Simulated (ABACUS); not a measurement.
# Bi (Im-3m) in ABACUS: further runs

One crystal, Bi, is run at these levels: PBE; tasks: equation of state.

All numbers are computed with ABACUS 3.10.1; they aren't measurements. Logs are shortened: lines on timing, memory, paths and dates and some standing lists are left out, and cuts for length are marked.

## (1) Starting point

The structure is cubic, space group Im-3m (No. 229). The conventional cell has a = 3.963 Å, b = 3.963 Å, c = 3.963 Å, α = 90.00°, β = 90.00°, γ = 90.00°. Around Bi (site symmetry m-3m) lie 8 Bi at 3.43 Å.

This isn't the form of Bi at room conditions, which is rhombohedral.

## (2) Equation of state, PBE, 29.25 Å³/atom (volume scaled by 0.94)

The input, INPUT:

```
INPUT_PARAMETERS
suffix              Bi
calculation         scf
basis_type          lcao
pseudo_dir          ./
orbital_dir         ./
symmetry            1
dft_functional      pbe
ecutwfc             100
pseudo_rcut         10
nspin               1
nbands              9
ks_solver           genelpa
smearing_method     fd
smearing_sigma      0.00367493
scf_thr             1e-07
scf_nmax            100
mixing_type         broyden
mixing_beta         0.7
cal_force           1
cal_stress          1
out_mul             1
```

The input, STRU:

```
ATOMIC_SPECIES
Bi 208.9804 Bi.upf

NUMERICAL_ORBITAL
Bi_confined-atom_8au_1s1p1d.orb

LATTICE_CONSTANT
1.8897261246

LATTICE_VECTORS
-1.9409818243 1.9409818243 1.9409818243
1.9409818243 -1.9409818243 1.9409818243
1.9409818243 1.9409818243 -1.9409818243

ATOMIC_POSITIONS
Direct

Bi
0.0
1
0.0000000000 0.0000000000 0.0000000000 1 1 1
```

The input, KPT:

```
K_POINTS
0
Gamma
9 9 9 0 0 0
```

Potentials or basis: PseudoDojo NC SR 0.4.1 PBE standard, SZ LCAO (the cutoffs set its grid).

Run with:

```
$ OMP_NUM_THREADS=1 mpirun -np 4 abacus > log
```

running log:

```text
ABACUS v3.10.1

               Atomic-orbital Based Ab-initio Computation at UStc

 ------------------------------------------------------------------------------------

 READING GENERAL INFORMATION
                           global_out_dir = OUT.Bi/
                           global_in_card = INPUT
                               pseudo_dir = ./
                              orbital_dir = ./
                                    DSIZE = 4
                                    GSIZE = 1

 READING UNITCELL INFORMATION
                                    ntype = 1
                  lattice constant (Bohr) = 1.88973
              lattice constant (Angstrom) = 1

 READING ATOM TYPE 1
                               atom label = Bi
                      L=0, number of zeta = 1
                      L=1, number of zeta = 1
                      L=2, number of zeta = 1
             number of atom for this type = 1

                        TOTAL ATOM NUMBER = 1
DIRECT COORDINATES
    atom                   x                   y                   z     mag                  vx                  vy                  vz
taud_Bi1            0.0000000000        0.0000000000        0.0000000000  0.0000        0.0000000000        0.0000000000        0.0000000000

                          Volume (Bohr^3) = 197.388
                             Volume (A^3) = 29.2499

 Lattice vectors: (Cartesian coordinate: in unit of a_0)
             -1.94098            +1.94098            +1.94098
             +1.94098            -1.94098            +1.94098
             +1.94098            +1.94098            -1.94098
 Reciprocal vectors: (Cartesian coordinate: in unit of 2 pi/a_0)
                   +0           +0.257602           +0.257602
            +0.257602                  +0           +0.257602
            +0.257602           +0.257602                  +0
 The esolver type has been set to : ksdft_lcao

                PAO radial cut off (Bohr) = 10

 Read in pseudopotential file is Bi.upf
                     pseudopotential type = NC
          exchange-correlation functional = PBE
                 nonlocal core correction = 1
                        valence electrons = 15
                                     lmax = 2
                           number of zeta = 3
                     number of projectors = 6
                           L of projector = 0
                           L of projector = 0
                           L of projector = 1
                           L of projector = 1
                           L of projector = 2
                           L of projector = 2
     initial pseudo atomic orbital number = 9

 SETUP THE ELECTRONS NUMBER
            electron number of element Bi = 15
      total electron number of element Bi = 15
            AUTOSET number of electrons:  = 15
                           occupied bands = 8
                                   NLOCAL = 9
                                   NBANDS = 9
                                   NBANDS = 9
                                   NLOCAL = 9

%%%%%%%%%%%%%%%%%%%%%%%%%%%%%%%%%%%%%%%%%%%%%%%%%%%%%%%%%%%%%%%%%%%%%%%%%%%%%%%%%%%%%%%%%%%%%%%%%%%%%%%%%%
 Warning: the number of valence electrons in pseudopotential > 5 for Bi: [Xe] 4f14 5d10 6s2 6p3
 Pseudopotentials with additional electrons can yield (more) accurate outcomes, but may be less efficient.
 If you're confident that your chosen pseudopotential is appropriate, you can safely ignore this warning.
%%%%%%%%%%%%%%%%%%%%%%%%%%%%%%%%%%%%%%%%%%%%%%%%%%%%%%%%%%%%%%%%%%%%%%%%%%%%%%%%%%%%%%%%%%%%%%%%%%%%%%%%%%

 SETUP THE PLANE WAVE BASIS
 energy cutoff for charge/potential (unit:Ry) = 400
            fft grid for charge/potential = [ 45, 45, 45 ]
                        fft grid division = [ 3, 3, 3 ]
        big fft grid for charge/potential = [ 15, 15, 15 ]
                                     nbxx = 900
                                     nrxx = 24300

 SETUP PLANE WAVES FOR CHARGE/POTENTIAL
                    number of plane waves = 26563
                         number of sticks = 1215

 PARALLEL PW FOR CHARGE/POTENTIAL
     PROC   COLUMNS(POT)             PW
        1            303           6641
        2            304           6641
        3            304           6640
        4            304           6641
 --------------- sum -------------------
        4           1215          26563
                            number of |g| = 247
                                  max |g| = 36.0991
                                  min |g| = 0.132717

----------- Double Check Mixing Parameters Begin ------------
mixing_type: broyden
mixing_beta: 0.7
mixing_gg0: 1
mixing_gg0_min: 0.1
mixing_ndim: 8
----------- Double Check Mixing Parameters End ------------

 LATTICE VECTORS: (CARTESIAN COORDINATE: IN UNIT OF A0)
             -1.94098            +1.94098            +1.94098
             +1.94098            -1.94098            +1.94098
[... 59 lines left out ...]
       minimum distributed K point number = 35
[... stars of the k points ...]

[... K-POINTS CARTESIAN COORDINATES: 35 rows ...]

[... K-POINTS DIRECT COORDINATES: 35 rows ...]

 SETUP PLANE WAVES FOR WAVE FUNCTIONS
     energy cutoff for wavefunc (unit:Ry) = 100
              fft grid for wave functions = [ 45, 45, 45 ]
                    number of plane waves = 4897
                         number of sticks = 391

 PARALLEL PW FOR WAVE FUNCTIONS
     PROC   COLUMNS(POT)             PW
        1             98           1225
        2             98           1225
        3             97           1223
        4             98           1224
 --------------- sum -------------------
        4            391           4897

 SET NONLOCAL PSEUDOPOTENTIAL PROJECTORS
 max number of nonlocal projetors among all species is 6

 -------------------------------------------
 SELF-CONSISTENT
 -------------------------------------------

 SETUP SEARCHING RADIUS FOR PROGRAM TO SEARCH ADJACENT ATOMS
                  longest orb rcut (Bohr) = 8
   longest nonlocal projector rcut (Bohr) = 2.54
                     search radius (Bohr) = 21.1
              searching radius is (Bohr)) = 21.1
         searching radius unit is (Bohr)) = 1.89
                         PeriodicBoundary = 1
                        Radius(unit:lat0) = 11.2
                                   glayer = [ 6, 6, 6 ]
                             glayer_minus = [ 5, 5, 5 ]

Find the coordinate range of the input atom(unit:lat0).
                                  min_tau = [ -29.1, -29.1, -29.1 ]
                                  max_tau = [ 29.1, 29.1, 29.1 ]
                                BoxNumber = [ 11, 11, 11 ]

 SETUP EXTENDED REAL SPACE GRID FOR GRID INTEGRATION
                          real space grid = [ 45, 45, 45 ]
                 big cell numbers in grid = [ 15, 15, 15 ]
             meshcell numbers in big cell = [ 3, 3, 3 ]
                        extended fft grid = [ 24, 24, 24 ]
                dimension of extened grid = [ 64, 64, 64 ]
                            UnitCellTotal = 125
              Atom number in sub-FFT-grid = 1
    Local orbitals number in sub-FFT-grid = 9
                                ParaV.nnr = 3725
                                 init_chg = atomic

 LCAO ALGORITHM --------------- ION=   1  ELEC=   1--------------------------------

 Density error is 0.00558185595987
----------------------------------------------------------
     Energy           Rydberg                 eV
----------------------------------------------------------
 E_KohnSham     -164.0614773707      -2232.1709145402
 E_Harris       -163.9154089125      -2230.1835512105
 E_Fermi        0.9801696660         13.3358924650
----------------------------------------------------------
[... 34 lines left out ...]
 LCAO ALGORITHM --------------- ION=   1  ELEC=   5--------------------------------

 Density error is 6.51868593309e-08
----------------------------------------------------------
     Energy           Rydberg                 eV
----------------------------------------------------------
 E_KohnSham     -164.0614504221      -2232.1705478857
 E_KS(sigma->0) -164.0613212290      -2232.1687901222
 E_Harris       -164.0614496495      -2232.1705373728
 E_band         -4.3499640639        -59.1842973643
 E_one_elec     -38.8472490410       -528.5439385827
 E_Hartree      29.8362369271        405.9428290866
 E_xc           -43.4301582724       -590.8976175470
 E_Ewald        -111.6200216494      -1518.6683053154
 E_entropy(-TS) -0.0002583864        -0.0035155271
 E_descf        0.0000000000         0.0000000000
 E_exx          0.0000000000         0.0000000000
 E_Fermi        0.9838324686         13.3857274501
----------------------------------------------------------

 charge density convergence is achieved
 final etot is -2232.1705479 eV
 EFERMI = 13.38572745 eV

 STATE ENERGY(eV) AND OCCUPATIONS    NSPIN == 1
 1/35 kpoint (Cartesian) = 0.0000 0.0000 0.0000 (846 pws)
       1       -9.64767     0.00274348
       2       -9.64767     0.00274348
       3       -9.64767     0.00274348
       4       -9.48488     0.00274348
       5       -9.48488     0.00274348
       6      -0.844055     0.00274348
       7        18.8408    1.13775e-50
       8        18.8408    1.13775e-50
       9        18.8408    1.13775e-50
[... 45 lines left out ...]
 6/35 kpoint (Cartesian) = 0.057245 -0.028622 -0.028622 (827 pws)
       1       -9.65442      0.0658436
       2       -9.63441      0.0658436
       3       -9.56430      0.0658436
       4       -9.50192      0.0658436
       5       -9.48785      0.0658436
       6      -0.128624      0.0658436
       7        14.4704    2.49456e-11
       8        17.1302    1.97121e-34
       9        17.9935    6.24947e-42

[... levels at 29 further k points ...]

 correction force for each atom along direction 1 is -3.09596e-14
 correction force for each atom along direction 2 is -1.09938e-14
 correction force for each atom along direction 3 is 1.11138e-14
------------------------------------------------------------------------------------------
 TOTAL-FORCE (eV/Angstrom)
------------------------------------------------------------------------------------------
                       Bi1         0.0000000000         0.0000000000         0.0000000000
------------------------------------------------------------------------------------------

----------------------------------------------------------------
 TOTAL-STRESS (KBAR)
----------------------------------------------------------------
       112.0111411795        -0.0000000000        -0.0000000000
        -0.0000000000       112.0111411795         0.0000000000
         0.0000000000         0.0000000000       112.0111411795
----------------------------------------------------------------
 TOTAL-PRESSURE: 112.011141 KBAR

 --------------------------------------------
 !FINAL_ETOT_IS -2232.1705478857211347 eV
 --------------------------------------------
```

Wall time 1.1 s (4 MPI ranks of INTEL XEON PLATINUM 8581C at 2.10GHz (Emerald Rapids), shared host); peak memory 0.4 GiB.

These settings aren't checked as converged: the numbers below hold their error.

Results:

```yaml
Free_energy: -2232.1705 eV
Pressure: 11.2 GPa
Band_gap_on_the_k_mesh: none (metal or under the smearing width)
```

Caveat: the atomic orbitals were generated for these runs and aren't a published set; spin-orbit coupling is left out, which moves the levels of the heavy elements; the basis of atomic orbitals isn't converged, which shifts pressures, moduli and gaps.

## (3) Equation of state, PBE, 29.87 Å³/atom (volume scaled by 0.96)

INPUT is that of step 2.

The input, STRU:

```
ATOMIC_SPECIES
Bi 208.9804 Bi.upf

NUMERICAL_ORBITAL
Bi_confined-atom_8au_1s1p1d.orb

LATTICE_CONSTANT
1.8897261246

LATTICE_VECTORS
-1.9546511608 1.9546511608 1.9546511608
1.9546511608 -1.9546511608 1.9546511608
1.9546511608 1.9546511608 -1.9546511608

ATOMIC_POSITIONS
Direct

Bi
0.0
1
0.0000000000 0.0000000000 0.0000000000 1 1 1
```

KPT is that of step 2.

Potentials or basis: PseudoDojo NC SR 0.4.1 PBE standard, SZ LCAO (the cutoffs set its grid).

Run with:

```
$ OMP_NUM_THREADS=1 mpirun -np 4 abacus > log
```

It took 1.1 s on 4 MPI ranks of INTEL XEON PLATINUM 8581C at 2.10GHz (Emerald Rapids), shared host; peak memory 0.4 GiB.

The run converged, but some of its settings lie outside the range that counts as converged, so its numbers aren't taken as properties of the crystal.

What came out:

| Item | Value |
| --- | --- |
| Free energy | -2232.2099 eV |
| Pressure | 9.1 GPa |
| Band gap on the k mesh | none (metal or under the smearing width) |

Caveat: the atomic orbitals were generated for these runs and aren't a published set; spin-orbit coupling is left out, which moves the levels of the heavy elements; the basis of atomic orbitals isn't converged, which shifts pressures, moduli and gaps.

## (4) Equation of state, PBE, 30.49 Å³/atom (volume scaled by 0.98)

INPUT is that of step 3.

The input, STRU:

```
ATOMIC_SPECIES
Bi 208.9804 Bi.upf

NUMERICAL_ORBITAL
Bi_confined-atom_8au_1s1p1d.orb

LATTICE_CONSTANT
1.8897261246

LATTICE_VECTORS
-1.9681319396 1.9681319396 1.9681319396
1.9681319396 -1.9681319396 1.9681319396
1.9681319396 1.9681319396 -1.9681319396

ATOMIC_POSITIONS
Direct

Bi
0.0
1
0.0000000000 0.0000000000 0.0000000000 1 1 1
```

KPT is that of step 3.

Run with:

```
$ OMP_NUM_THREADS=1 mpirun -np 4 abacus > log
```

It took 1.2 s on 4 MPI ranks of INTEL XEON PLATINUM 8581C at 2.10GHz (Emerald Rapids), shared host; peak memory 0.4 GiB.

These settings aren't checked as converged: the numbers below hold their error.

What came out:

| Property | Result |
| --- | --- |
| Free energy | -2232.2414 eV |
| Pressure | 7.2 GPa |
| Band gap on the k mesh | none (metal or under the smearing width) |

Caveat: the atomic orbitals were generated for these runs and aren't a published set; spin-orbit coupling is left out, which moves the levels of the heavy elements; the basis of atomic orbitals isn't converged, which shifts pressures, moduli and gaps.

## (5) Equation of state, PBE, 31.12 Å³/atom

INPUT is that of step 4.

The input, STRU:

```
ATOMIC_SPECIES
Bi 208.9804 Bi.upf

NUMERICAL_ORBITAL
Bi_confined-atom_8au_1s1p1d.orb

LATTICE_CONSTANT
1.8897261246

LATTICE_VECTORS
-1.9814305318 1.9814305318 1.9814305318
1.9814305318 -1.9814305318 1.9814305318
1.9814305318 1.9814305318 -1.9814305318

ATOMIC_POSITIONS
Direct

Bi
0.0
1
0.0000000000 0.0000000000 0.0000000000 1 1 1
```

KPT is that of step 4.

Run with:

```
$ OMP_NUM_THREADS=1 mpirun -np 4 abacus > log
```

Run time: 1 s. Hardware: 4 MPI ranks of INTEL XEON PLATINUM 8581C at 2.10GHz (Emerald Rapids), shared host; peak memory 0.4 GiB.

The run converged, but some of its settings lie outside the range that counts as converged, so its numbers aren't taken as properties of the crystal.

Results:

- Free energy: -2232.2660 eV
- Pressure: 5.5 GPa
- Band gap on the k mesh: none (metal or under the smearing width)

Caveat: the atomic orbitals were generated for these runs and aren't a published set; spin-orbit coupling is left out, which moves the levels of the heavy elements; the basis of atomic orbitals isn't converged, which shifts pressures, moduli and gaps.

## (6) Equation of state, PBE, 31.74 Å³/atom (volume scaled by 1.02)

INPUT is that of step 5.

The input, STRU:

```
ATOMIC_SPECIES
Bi 208.9804 Bi.upf

NUMERICAL_ORBITAL
Bi_confined-atom_8au_1s1p1d.orb

LATTICE_CONSTANT
1.8897261246

LATTICE_VECTORS
-1.9945529707 1.9945529707 1.9945529707
1.9945529707 -1.9945529707 1.9945529707
1.9945529707 1.9945529707 -1.9945529707

ATOMIC_POSITIONS
Direct

Bi
0.0
1
0.0000000000 0.0000000000 0.0000000000 1 1 1
```

KPT is that of step 5.

Potentials or basis: PseudoDojo NC SR 0.4.1 PBE standard, SZ LCAO (the cutoffs set its grid).

Run with:

```
$ OMP_NUM_THREADS=1 mpirun -np 4 abacus > log
```

It took 1.3 s on 4 MPI ranks of INTEL XEON PLATINUM 8581C at 2.10GHz (Emerald Rapids), shared host; peak memory 0.4 GiB.

The run converged, but some of its settings lie outside the range that counts as converged, so its numbers aren't taken as properties of the crystal.

Results:

```
Free energy            : -2232.2844 eV
Pressure               : 4.0 GPa
Band gap on the k mesh : none (metal or under the smearing width)
```

Caveat: the atomic orbitals were generated for these runs and aren't a published set; spin-orbit coupling is left out, which moves the levels of the heavy elements; the basis of atomic orbitals isn't converged, which shifts pressures, moduli and gaps.

## (7) Equation of state, PBE, 32.36 Å³/atom (volume scaled by 1.04)

INPUT is that of step 6.

The input, STRU:

```
ATOMIC_SPECIES
Bi 208.9804 Bi.upf

NUMERICAL_ORBITAL
Bi_confined-atom_8au_1s1p1d.orb

LATTICE_CONSTANT
1.8897261246

LATTICE_VECTORS
-2.0075049763 2.0075049763 2.0075049763
2.0075049763 -2.0075049763 2.0075049763
2.0075049763 2.0075049763 -2.0075049763

ATOMIC_POSITIONS
Direct

Bi
0.0
1
0.0000000000 0.0000000000 0.0000000000 1 1 1
```

KPT is that of step 6.

Run with:

```
$ OMP_NUM_THREADS=1 mpirun -np 4 abacus > log
```

Wall time 1.2 s (4 MPI ranks of INTEL XEON PLATINUM 8581C at 2.10GHz (Emerald Rapids), shared host); peak memory 0.4 GiB.

The run converged, but some of its settings lie outside the range that counts as converged, so its numbers aren't taken as properties of the crystal.

Results:

```yaml
Free_energy: -2232.2973 eV
Pressure: 2.7 GPa
Band_gap_on_the_k_mesh: none (metal or under the smearing width)
```

Caveat: the atomic orbitals were generated for these runs and aren't a published set; spin-orbit coupling is left out, which moves the levels of the heavy elements; the basis of atomic orbitals isn't converged, which shifts pressures, moduli and gaps.

## (8) Equation of state, PBE, 32.98 Å³/atom (volume scaled by 1.06)

INPUT is that of step 7.

The input, STRU:

```
ATOMIC_SPECIES
Bi 208.9804 Bi.upf

NUMERICAL_ORBITAL
Bi_confined-atom_8au_1s1p1d.orb

LATTICE_CONSTANT
1.8897261246

LATTICE_VECTORS
-2.0202919770 2.0202919770 2.0202919770
2.0202919770 -2.0202919770 2.0202919770
2.0202919770 2.0202919770 -2.0202919770

ATOMIC_POSITIONS
Direct

Bi
0.0
1
0.0000000000 0.0000000000 0.0000000000 1 1 1
```

KPT is that of step 7.

Run with:

```
$ OMP_NUM_THREADS=1 mpirun -np 4 abacus > log
```

Wall time 1.3 s (4 MPI ranks of INTEL XEON PLATINUM 8581C at 2.10GHz (Emerald Rapids), shared host); peak memory 0.4 GiB.

The run converged, but some of its settings lie outside the range that counts as converged, so its numbers aren't taken as properties of the crystal.

Results:

```
Free energy            : -2232.3054 eV
Pressure               : 1.5 GPa
Band gap on the k mesh : none (metal or under the smearing width)
```

Caveat: the atomic orbitals were generated for these runs and aren't a published set; spin-orbit coupling is left out, which moves the levels of the heavy elements; the basis of atomic orbitals isn't converged, which shifts pressures, moduli and gaps.

## (9) Equation of state, PBE

Potentials or basis: PseudoDojo NC SR 0.4.1 PBE standard, SZ LCAO (the cutoffs set its grid).

This step only gathers the single runs of the series.

These settings aren't checked as converged: the numbers below hold their error.

What came out:

```yaml
Equilibrium_volume: "33.88 Å³/atom (rough: see the caveat)"
Bulk_modulus: 52 GPa (rough)
```

Caveat: the atomic orbitals were generated for these runs and aren't a published set; the minimum lies outside the volumes run; spin-orbit coupling is left out, which moves the levels of the heavy elements; the basis of atomic orbitals isn't converged, which shifts pressures, moduli and gaps.
